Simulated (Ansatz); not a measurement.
input.yaml (Ansatz)

```yaml
crystal:
  lattice:
    - [5.2864609513, 0.0, 0.0]
    - [-2.6432304757, 4.57820948, 0.0]
    - [0.0, 0.0, 3.2406005632]
  atoms:
    - { symbol: In, position: [0.0, 0.0, 0.0] }
    - { symbol: In, position: [0.3333333333, 0.6666666667, 0.5] }
    - { symbol: In, position: [0.6666666667, 0.3333333333, 0.5] }
hamiltonian:
  xc: revpbe
  pseudopotentials:
    kind: paw
    azcp:
      In: "pseudopotentials/In.paw.azcp"
basis:
  ecutwfc: 420
  fft_grid_basis: typed
kpoints:
  mp_grid: { grid: [7, 7, 10], shift: [0, 0, 0] }
magnetization:
  spin_polarized: false
scf:
  occupations: { method: fermi_dirac, width: 0.1 }
relax:
  max_steps: 60
  f_tol: 0.01
  cell: {}
```

Output

```
Engine: ansatz 0.2.0, aarch64-unknown-linux-gnu
Pseudopotentials: kind: paw
Pseudopotential: In, paw, valence charge 13, recommended cutoff 420 eV (normal) 
Functional definition: revPBE
  parameter kappa = 1.245
  parameter beta = 0.06672455060314922
  exchange = pbe_x(kappa = kappa, mu = beta*pi^2/3)
  correlation = pbe_c(beta = beta)
Crystal: 3 atoms, lattice volume = 78.431 Å³
Basis set: ecut = 420 eV, 1529 PW (Γ), exchange–correlation on 72×72×48 points (8 copies of the dense FFT grid, shifted against one another)
Bands: 24, of which v1, the nominal top of the filled ones, is band 20 counted from 1 (19 counted from 0)
Symmetry: 24 space group operations
Space group: P6/mmm (ITA 191), of the structure as read, at distance tolerance 4.3e-5 Å
k-points: 48 of 490
Non-local potential: In, projectors of the file, l = 0: 2, l = 1: 2, l = 2: 2, l = 3: 2
PAW form: soft (Blöchl's): semilocal exchange-correlation on the pseudo side does not see the compensation charge
PAW frozen core: In, regenerated for the run's functional, and the local potential with it (the file was generated under x = pbe(κ = 0.804, μ = 0.2195149727645171), c = pbe(β = 0.06672455060314922))
PAW one-centre angular grid: In, 590 points (default); XC on 64 Gauss nodes
Initial density: superposition of atomic densities (neutral atoms: chi_scale 0, normalization atom), corrected by the library's trained network
Initial wavefunctions: pseudopotential atomic-orbital guess
Functional: x = revpbe(κ = 1.245, μ = 0.2195149727645171), c = pbe(β = 0.06672455060314922)
SCF iter   1: F=—  HF=-16811.437748 eV  |F-HF|=—  |Δ(HF+E_count)|=         —  Δρ=3.10e-3  dr2=4.19e-3  ethr=1.77e-3  ⟨swp⟩=5.6  Hψ=4974  notcnv=0
SCF iter   2: F=—  HF=-16811.434458 eV  |F-HF|=—  |Δ(HF+E_count)|=   3.29e-3  Δρ=1.06e-3  dr2=5.96e-4  ethr=1.07e-5  ⟨swp⟩=2.0  Hψ=2370  notcnv=0
SCF iter   3: F=—  HF=-16811.434578 eV  |F-HF|=—  |Δ(HF+E_count)|=   1.20e-4  Δρ=5.11e-4  dr2=1.68e-4  ethr=1.53e-6  ⟨swp⟩=1.1  Hψ=1155  notcnv=0
SCF iter   4: F=—  HF=-16811.434629 eV  |F-HF|=—  |Δ(HF+E_count)|=   5.11e-5  Δρ=9.45e-5  dr2=1.01e-5  ethr=4.32e-7  ⟨swp⟩=2.0  Hψ=1406  notcnv=0
SCF iter   5: F=—  HF=-16811.434627 eV  |F-HF|=—  |Δ(HF+E_count)|=   2.36e-6  Δρ=1.91e-5  dr2=3.73e-7  ethr=2.59e-8  ⟨swp⟩=2.7  Hψ=2097  notcnv=0
SCF iter   6: F=-16811.434627 eV  HF=-16811.434627 eV  |F-HF|=6.59e-9  |Δ(HF+E_count)|=   1.04e-7  Δρ=4.74e-6  dr2=1.66e-8  ethr=2.56e-10  ⟨swp⟩=4.6  Hψ=4119  notcnv=0
SCF 1 converged in 6 iterations: F = -16811.434627 eV  dr2 = 1.66e-8
relax step   1: F+E_penalty+E_count = -16811.43462684 eV  Δ(F+E_penalty+E_count) = +0.000e0 eV  max|allowed force component| = 2.313e-17 eV/Å  Δτ_max = 0.0000 Å  P = +3.880 GPa  Ω = 78.431 Å³  (6 SCF iters, dr2 threshold 1.00e-7 eV, accepted)
...
iter 1 solved again at ethr=2.50e-7 eV; its pass at ethr=3.10e-3 eV (dr2=9.77e-5 eV) is discarded
SCF iter   1: F=—  HF=-16811.524238 eV  |F-HF|=—  |Δ(HF+E_count)|=         —  Δρ=1.79e-4  dr2=5.55e-6  ethr=2.50e-7  ⟨swp⟩=2.7  Hψ=7602  notcnv=0
SCF iter   2: F=—  HF=-16811.524241 eV  |F-HF|=—  |Δ(HF+E_count)|=   2.28e-6  Δρ=8.40e-5  dr2=1.08e-6  ethr=1.42e-8  ⟨swp⟩=2.1  Hψ=1900  notcnv=0
SCF iter   3: F=—  HF=-16811.524243 eV  |F-HF|=—  |Δ(HF+E_count)|=   2.18e-6  Δρ=2.14e-5  dr2=1.40e-7  ethr=2.76e-9  ⟨swp⟩=2.0  Hψ=2094  notcnv=0
SCF iter   4: F=—  HF=-16811.524243 eV  |F-HF|=—  |Δ(HF+E_count)|=   8.20e-8  Δρ=1.37e-6  dr2=1.78e-9  ethr=3.58e-10  ⟨swp⟩=2.8  Hψ=2143  notcnv=0
SCF iter   5: F=—  HF=-16811.524243 eV  |F-HF|=—  |Δ(HF+E_count)|=  5.13e-10  Δρ=5.50e-7  dr2=2.23e-10  ethr=4.56e-12  ⟨swp⟩=2.0  Hψ=2094  notcnv=0
SCF iter   6: F=-16811.524243 eV  HF=-16811.524243 eV  |F-HF|=1.09e-11  |Δ(HF+E_count)|=  4.37e-11  Δρ=1.33e-7  dr2=1.48e-11  ethr=1.00e-12  ⟨swp⟩=6.0  Hψ=5386  notcnv=0
SCF 5 converged in 6 iterations: F = -16811.524243 eV  dr2 = 1.48e-11
relax step   5: F+E_penalty+E_count = -16811.52424297 eV  Δ(F+E_penalty+E_count) = -1.957e-3 eV  max|allowed force component| = 8.943e-17 eV/Å  Δτ_max = 0.0000 Å  P = -0.022 GPa  Ω = 86.634 Å³  stress off target by 2.29e-2 GPa  SCF on the basis re-selected at this cell (its energy is not comparable with the rows above)  (6 SCF iters)
basis re-selected at this cell: Δ(F+E_penalty+E_count) = -1.957e-3 eV, ΔP = -0.019 GPa vs the last step (what re-selecting the basis moved, of the pressure what is left beyond the Pulay correction that the steps carried, after the strain that the cell walked since its last selection, with what the two solves' SCF thresholds leave and, on support functions, any second-order correction that the steps lacked; it is no measure of the basis error at this ecutwfc). The dense FFT grid was sized anew with the basis: this SCF ran on 40×40×24 points, the steps before it on 36×36×24, so part of this shift can come from that change (see relax.cell in the input reference). This SCF's stress stands 2.29e-2 GPa from its target on what of the cell is left free (relax.cell.stress_tol is 5.00e-2 GPa) and its largest allowed force component is 8.94e-17 eV/Å (relax.f_tol is 1.00e-2 eV/Å): within both
SCF converged after 6 iterations
Free energy (F): -16811.524243 eV
Harris-Foulkes:  -16811.524243 eV  (|F-HF|=1.09e-11)
Internal energy: -16811.491764 eV  (E = F + TS)
E sigma→0 (E₀):  -16811.508004 eV
Entropy (-TS):   -0.032479 eV (-10.826 meV/atom)
Fermi energy:    9.080423 eV
--- Per-component energies (eV) ---
  E_band       = -116.142615
  E_kinetic    = 720.879226
  E_local      = -3416.051569  (includes V_loc(G=0)·N_el)
  E_nonlocal   = 1097.409078
  E_hartree    = 1337.319858
  E_xc         = -647.678111
  E_vxc        = -297.043833  (∫ρ·V_xc dr)
  E_paw        = -12473.416508  (= ΣΔE_a)
  E_vpaw       = -895.975103  (= ΣTr[D̂ρ^β])
  E_aug_tail   = 0.000077  (compensation charges beyond the density's cutoff)
  E_ewald      = -3430.098781
  E_core_change = 0.144965  (= ΣΔE_core)
  E_smearing   = -0.032479  (= −TS)
  E_closure    = -0.000000  (closes the sum)
  Σ components = -16811.524243   (vs F -16811.524243, Δ=0.00e0)
--- Forces (eV/Å), atoms counted from 1 ---
  atom   1  In    -0.00000000     0.00000000     0.00000000
  atom   2  In    -0.00000000    -0.00000000     0.00000000
  atom   3  In     0.00000000     0.00000000    -0.00000000
  max |Σ_I F_I| component: 9.25e-18 eV/Å
--- Stress (GPa, compression-positive) ---
       -0.022854       0.000000       0.000000
        0.000000      -0.022854       0.000000
        0.000000       0.000000      -0.021309
  P = ⅓ Tr σ = -0.0223 GPa (-0.223 kbar)
--- Relaxed structure (4 steps of the walk, 4 accepted, 1 SCFs on fresh bases) ---
  F+E_penalty+E_count = -16811.52424297 eV   max|allowed force component| = 8.943e-17 eV/Å   (the final SCF, on the basis selected at the relaxed cell)
  cell:  # Å, volume = 86.6336 Å³
    - [5.441267952183519, 2.971292361712153e-11, 0.0]
    - [-2.720633976117492, 4.712276275374202, 0.0]
    - [0.0, 0.0, 3.378745892469501]
  atoms:
    - { symbol: In, position: [2.900929249296508e-35, 3.2719025174603986e-35, 0.0] }
    - { symbol: In, position: [0.33333333333333337, 0.6666666666666665, 0.49999999999999994] }
    - { symbol: In, position: [0.6666666666666667, 0.3333333333333333, 0.49999999999999994] }
```
